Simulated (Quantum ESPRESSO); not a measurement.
A computed B K-edge spectrum of one site in a crystal of B and N, with its zero at a photon energy of about 189.7 eV (raw 195.2 eV, less 5.6 eV of added terms; LDA puts this hole about 2 eV below PBE, itself good to a few eV). Method: Quantum ESPRESSO XSpectra, LDA, full core hole (charged cell) in a small cell, dipole transitions, broadening that rises with energy.

Energy from the lowest empty level; intensity scaled to a mean of 1 over the first 20 eV:

| E (eV) | intensity |
| --- | --- |
| -2.0 | 0.06 |
| -1.4 | 0.09 |
| -0.8 | 0.13 |
| -0.2 | 0.25 |
| 0.4 | 0.65 |
| 1.0 | 1.55 |
| 1.6 | 2.69 |
| 2.2 | 1.90 |
| 2.8 | 2.32 |
| 3.4 | 2.88 |
| 4.0 | 2.64 |
| 4.6 | 1.87 |
| 5.2 | 1.49 |
| 5.8 | 1.26 |
| 6.4 | 1.08 |
| 7.0 | 0.90 |
| 7.6 | 0.80 |
| 8.2 | 0.74 |
| 8.8 | 0.72 |
| 9.4 | 0.73 |
| 10.0 | 0.70 |
| 10.6 | 0.63 |
| 11.2 | 0.55 |
| 11.8 | 0.49 |
| 12.4 | 0.45 |
| 13.0 | 0.41 |
| 13.6 | 0.40 |
| 14.2 | 0.40 |
| 14.8 | 0.42 |
| 15.4 | 0.43 |
| 16.0 | 0.44 |
| 16.6 | 0.45 |
| 17.2 | 0.48 |
| 17.8 | 0.53 |
| 18.4 | 0.60 |
| 19.0 | 0.68 |
| 19.6 | 0.75 |
| 20.2 | 0.79 |
| 20.8 | 0.77 |
| 21.4 | 0.70 |
| 22.0 | 0.62 |
| 22.6 | 0.53 |
| 23.2 | 0.46 |
| 23.8 | 0.40 |
| 24.4 | 0.35 |
| 25.0 | 0.32 |
| 25.6 | 0.29 |
| 26.2 | 0.27 |
| 26.8 | 0.26 |
| 27.4 | 0.26 |
| 28.0 | 0.25 |
| 28.6 | 0.25 |
| 29.2 | 0.25 |
| 29.8 | 0.24 |
| 30.4 | 0.23 |
| 31.0 | 0.22 |
| 31.6 | 0.21 |

What surroundings does the absorber have?

A K edge sees empty p states; a tetrahedral site has σ* states alone, so there is no π* peak. It is atom 2 of BN (Qingsongite, F-43m), with 4 N at 1.57 Å (tetrahedral, site symmetry -43m). Its main maxima below 24 eV lie at 1.6 eV (2.70), 3.6 eV (3.00) and 20.3 eV (0.79). A near-edge spectrum doesn't fix the structure by itself; it is matched against candidates. The holes are only 5.1 Å apart, so the shape is probably not converged with cell size; no larger cell was run here. The structure is a published determination, not relaxed.

[Hosts, paths, dates, database ids (printed as entryN), source tags and the programs' standing remarks are cut or masked in the printed files.]

[Lists of maxima count a maximum above −3 eV only where it reaches 4 % of the highest in the window and stands out from its surroundings by 2 % of it (1.5 % where it reaches 55 %); shoulders and weaker maxima are passed over, and of the rest the first, up to two pre-edge ones and the few strongest are named.]
